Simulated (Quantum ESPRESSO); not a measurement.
# MnS (Rambergite): parallel and opposed starts, part 3 of 3

Aim: find out which collinear order of MnS (Rambergite) costs least.

Quantum ESPRESSO 7.5; PBE with U = 4 eV on Mn d (ortho-atomic projectors); plane waves with GBRV 1.5 PBE potentials, no spin-orbit coupling.

So far, largest spin moment in the atom's sphere (μB): step 2 (run 1, typed as ferro ++) 4.36; step 3 (run 2 (antiferro +−)) 4.31; step 4 (start 3: antiferro q=(0,1/2,0) +−−+) 4.29; step 5 (run 4 (antiferro q=(0,1/2,0) +−+−)) 4.30.

The database entry behind the starting cell differs from later determinations by our own check (about 0.3 % short against later determinations), so it need not match the best structure at ambient conditions.

### Step 6. Start 5: antiferro q=(0,0,1/2) +−+−

This order needs a doubled cell of 8 atoms.

pw.in reads:

```
&CONTROL
  calculation = 'scf'
  prefix = 'pwscf'
  outdir = './tmp'
  pseudo_dir = './pseudo'
  disk_io = 'nowf'
/
&SYSTEM
  ibrav = 0
  celldm(1) = 8
  nat = 8
  ntyp = 3
  ecutwfc = 40
  ecutrho = 280
  nbnd = 55
  occupations = 'smearing'
  smearing = 'fd'
  degauss = 0.00367493
  nspin = 2
  starting_magnetization(1) = 0.3
  starting_magnetization(2) = -0.3
  starting_magnetization(3) = 0
/
&ELECTRONS
  conv_thr = 1.6d-08
  electron_maxstep = 150
  mixing_beta = 0.3
/
ATOMIC_SPECIES
Mn1    54.9380 mn_pbe_v1.5.uspp.F.UPF
Mn2    54.9380 mn_pbe_v1.5.uspp.F.UPF
S      32.0600 s_pbe_v1.4.uspp.F.UPF
CELL_PARAMETERS alat
   0.9391938839390    0.0000000000000    0.0000000000000
  -0.4695969419695    0.8133657625591    0.0000000000000
   0.0000000000000    0.0000000000000    3.0386796083982
ATOMIC_POSITIONS crystal
Mn1     0.3333333333    0.6666666667    0.0000000000
Mn2     0.3333333333    0.6666666667    0.5000000000
Mn1     0.6666666667    0.3333333333    0.2500000000
Mn2     0.6666666667    0.3333333333    0.7500000000
S       0.3333333333    0.6666666667    0.1925000000
S       0.3333333333    0.6666666667    0.6925000000
S       0.6666666667    0.3333333333    0.4425000000
S       0.6666666667    0.3333333333    0.9425000000
K_POINTS automatic
8 8 2 0 0 0
HUBBARD {ortho-atomic}
U Mn1-3d 4.0000
U Mn2-3d 4.0000
```

Command:

```bash
$ OMP_NUM_THREADS=1 mpirun -n 4 pw.x -nk 4 -in pw.in > pw.out
```

The program printed:

```text
     [... lines left out ...]
Program PWSCF v.7.5 starts
     [... lines left out ...]
     number of atoms/cell      =            8
     [... lines left out ...]
     number of electrons       =        84.00
     number of Kohn-Sham states=           55
     kinetic-energy cutoff     =      40.0000  Ry
     charge density cutoff     =     280.0000  Ry
     scf convergence threshold =      1.6E-08
     [... lines left out ...]
      6 Sym. Ops. (no inversion) found
     [... lines left out ...]
     number of k points=    20  Fermi-Dirac smearing, width (Ry)=  0.0037
     [... lines left out ...]
     iteration # 14     ecut=    40.00 Ry     beta= 0.30
     [... lines left out ...]
     Magnetic moment per site  (integrated on atomic sphere of radius R)
     atom   1 (R=0.235)  charge= 12.8831  magn=  4.3321
     atom   2 (R=0.235)  charge= 12.8833  magn= -4.3322
     atom   3 (R=0.235)  charge= 12.8836  magn=  4.3313
     atom   4 (R=0.235)  charge= 12.8838  magn= -4.3313
     atom   5 (R=0.235)  charge=  4.2129  magn=  0.0346
     atom   6 (R=0.235)  charge=  4.2133  magn= -0.0346
     atom   7 (R=0.235)  charge=  4.2112  magn= -0.0228
     atom   8 (R=0.235)  charge=  4.2111  magn=  0.0228
     [... lines left out ...]
     Tr[ns(  1)] (up, down, total) =   4.95496  0.27626  5.23121
     [... lines left out ...]
     Tr[ns(  2)] (up, down, total) =   0.27626  4.95496  5.23121
     [... lines left out ...]
     Tr[ns(  3)] (up, down, total) =   4.95498  0.27698  5.23195
     [... lines left out ...]
     Tr[ns(  4)] (up, down, total) =   0.27698  4.95498  5.23196
     [... lines left out ...]
     the Fermi energy is     7.8941 ev
!    total energy              =    -941.32441642 Ry
     estimated scf accuracy    <          1.8E-09 Ry
     smearing contrib. (-TS)   =      -0.00000000 Ry
     [... lines left out ...]
     total magnetization       =     0.00 Bohr mag/cell
     absolute magnetization    =    19.68 Bohr mag/cell
     convergence has been achieved in  14 iterations
```

Run time: 82 s. Hardware: 4 MPI ranks of Intel Xeon Platinum 8488C (Sapphire Rapids), shared host; peak memory 1 GiB; 5.5 min of CPU time.

Read from the output:

```
smearing term TS       : 2.23e-10 eV
magnetization          : 0 μB
absolute magnetization : 19.68 μB
final state            : antiferromagnetic
largest moment         : 4.332 μB
```

### Step 7. Run 6, typed as no spin polarisation

pw.in reads:

```
&CONTROL
  calculation = 'scf'
  prefix = 'pwscf'
  outdir = './tmp'
  pseudo_dir = './pseudo'
  disk_io = 'nowf'
/
&SYSTEM
  ibrav = 0
  celldm(1) = 8
  nat = 4
  ntyp = 2
  ecutwfc = 40
  ecutrho = 280
  nbnd = 30
  occupations = 'smearing'
  smearing = 'fd'
  degauss = 0.00367493
/
&ELECTRONS
  conv_thr = 8d-09
  electron_maxstep = 150
  mixing_beta = 0.3
/
ATOMIC_SPECIES
Mn     54.9380 mn_pbe_v1.5.uspp.F.UPF
S      32.0600 s_pbe_v1.4.uspp.F.UPF
CELL_PARAMETERS alat
   0.9391938839390    0.0000000000000    0.0000000000000
  -0.4695969419695    0.8133657625591    0.0000000000000
   0.0000000000000    0.0000000000000    1.5193398041991
ATOMIC_POSITIONS crystal
Mn      0.3333333333    0.6666666667    0.0000000000
Mn      0.6666666667    0.3333333333    0.5000000000
S       0.3333333333    0.6666666667    0.3850000000
S       0.6666666667    0.3333333333    0.8850000000
K_POINTS automatic
8 8 4 0 0 0
HUBBARD {ortho-atomic}
U Mn-3d 4.0000
```

The program printed:

```text
     [... lines left out ...]
Program PWSCF v.7.5 starts
     [... lines left out ...]
     number of atoms/cell      =            4
     [... lines left out ...]
     number of electrons       =        42.00
     number of Kohn-Sham states=           30
     kinetic-energy cutoff     =      40.0000  Ry
     charge density cutoff     =     280.0000  Ry
     scf convergence threshold =      8.0E-09
     [... lines left out ...]
     12 Sym. Ops. (no inversion) found ( 6 have fractional translation)
     [... lines left out ...]
     number of k points=    30  Fermi-Dirac smearing, width (Ry)=  0.0037
     [... lines left out ...]
     iteration # 18     ecut=    40.00 Ry     beta= 0.30
     [... lines left out ...]
     Tr[ns(  1)] =   5.68353
     [... lines left out ...]
     Tr[ns(  2)] =   5.68353
     [... lines left out ...]
     the Fermi energy is     6.9780 ev
!    total energy              =    -470.02778421 Ry
     estimated scf accuracy    <          1.1E-09 Ry
     smearing contrib. (-TS)   =      -0.00154238 Ry
     [... lines left out ...]
     convergence has been achieved in  18 iterations
```

It took 16 s on 4 MPI ranks; peak memory 0.49 GiB.

Read from the output:

```yaml
smearing_term_ts: 0.02099 eV
final_state: non-magnetic (no spin polarisation)
```

### Step 8. The states side by side

An order is kept where moments of 0.15 μB or more survive with the typed signs; meshes match where a doubled cell samples the same k points as the first cell.

Orders:

```tsv
start	final state	typed order kept	energy over the lowest (meV a seeded atom)	largest site moment (μB)	net moment (μB a cell of the first run)	mesh matched	CPU time (s)
ferro ++	ferromagnetic	yes	90.99	4.356	10	yes	92.28
antiferro +-	antiferromagnetic	yes	34.41	4.313	0	yes	128.3
antiferro q=(0,1/2,0) +--+	antiferromagnetic	yes	0	4.29	0	yes	660.4
antiferro q=(0,1/2,0) +-+-	antiferromagnetic	yes	18.59	4.303	0	yes	496.9
antiferro q=(0,0,1/2) +-+-	antiferromagnetic	yes	59.39	4.332	0	yes	328.4
no spin polarisation	non-magnetic	-	4375	0	0	yes	61.17
```

### Step 9. Occupations of the corrected shells in the lowest state

Occupations of the Hubbard shells:

```tsv
block	type	shell	spin	electrons	occupation numbers
1	Mn1	3d	up	4.949	0.985 0.986 0.988 0.995 0.995
1	Mn1	3d	down	0.3039	0.027 0.030 0.080 0.081 0.086
2	Mn2	3d	up	0.3039	0.027 0.030 0.080 0.081 0.086
2	Mn2	3d	down	4.949	0.985 0.986 0.988 0.995 0.995
3	Mn2	3d	up	0.3039	0.027 0.030 0.080 0.081 0.086
3	Mn2	3d	down	4.949	0.985 0.986 0.988 0.995 0.995
4	Mn1	3d	up	4.949	0.985 0.986 0.988 0.995 0.995
4	Mn1	3d	down	0.3039	0.027 0.030 0.080 0.081 0.086
```

### Step 10. Results

```
lowest state found                       : antiferromagnetic (from antiferro q=(0,1/2,0) +--+)
largest site moment                      : 4.29 μB
next state with moments                  : antiferromagnetic, 18.6 meV a seeded atom higher
state without moments (under the same U) : 4375 meV a seeded atom higher
```

In words: Under a U the spinless run pays the Hubbard penalty of a partly filled shell, so its energy overstates what forming the moments gains. Only these 6 starts were compared; other wavevectors, canted and longer-period orders were not.

[Logs and program files are shortened in this print: banners, set-up blocks, solver, clock and traceback lines can be left out without a mark of their own.]

[Logs are printed without paths, hosts, clocks, repeated set-up lines and the standing remarks that a program may print on its own settings, such as how far it seeks lower states.]

[Hosts, paths, dates, database ids (printed as entryN), source tags and the programs' standing remarks are cut or masked in the printed files.]

[Where a cell is said to come from a database of computed structures, the database is the Materials Project.]
